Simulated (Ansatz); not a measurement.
**Where the states of O lie**

```cif
data_structure
_symmetry_space_group_name_H-M 'P 1'
_symmetry_Int_Tables_number 1
_cell_length_a 2.2433
_cell_length_b 2.2433
_cell_length_c 2.2433
_cell_angle_alpha 60.000
_cell_angle_beta 60.000
_cell_angle_gamma 60.000
_cell_volume 7.98
loop_
_atom_site_label
_atom_site_type_symbol
_atom_site_fract_x
_atom_site_fract_y
_atom_site_fract_z
_atom_site_occupancy
O1 O 0.00000 0.00000 0.00000 1
```

The runs use the primitive cell with vectors (0.000, 1.586, 1.586), (1.586, 0.000, 1.586), (1.586, 1.586, 0.000) Å, to which the k mesh refers.

The cell was built from the fcc type and relaxed in the same program, and has space group Fm-3m; it needn't be a known or the stable phase.

This is a hypothetical arrangement without O2 molecules, not solid oxygen as it is known.

All numbers below come from Ansatz 0.2.0, DFT, PBE, all-electron LAPW, scalar-relativistic.

Numerical set-up: a Γ-centred 16×16×16 k mesh, Fermi–Dirac smearing of 0.03 eV, basis error target 0.25 meV/atom, no spin polarisation.

States per eV and cell, averaged over 0.4 eV, from -6.6 to 2.0 eV, with energies (bin centres) from the Fermi level; empty bins are left out. 

```json
{"E (eV)": "-6.5", "total": "0.06"}
{"E (eV)": "-6.1", "total": "0.18"}
{"E (eV)": "-5.7", "total": "0.27"}
{"E (eV)": "-5.3", "total": "0.48"}
{"E (eV)": "-4.9", "total": "0.85"}
{"E (eV)": "-4.5", "total": "1.06"}
{"E (eV)": "-4.1", "total": "0.62"}
{"E (eV)": "-3.7", "total": "0.31"}
{"E (eV)": "-3.3", "total": "0.38"}
{"E (eV)": "-2.9", "total": "0.48"}
{"E (eV)": "-2.5", "total": "0.51"}
{"E (eV)": "-2.1", "total": "0.54"}
{"E (eV)": "-1.7", "total": "0.56"}
{"E (eV)": "-1.3", "total": "0.66"}
{"E (eV)": "-0.9", "total": "0.92"}
{"E (eV)": "-0.5", "total": "1.21"}
{"E (eV)": "-0.1", "total": "1.24"}
{"E (eV)": "0.3", "total": "1.30"}
{"E (eV)": "0.7", "total": "1.40"}
{"E (eV)": "1.1", "total": "1.22"}
{"E (eV)": "1.5", "total": "0.68"}
{"E (eV)": "1.9", "total": "0.09"}
```
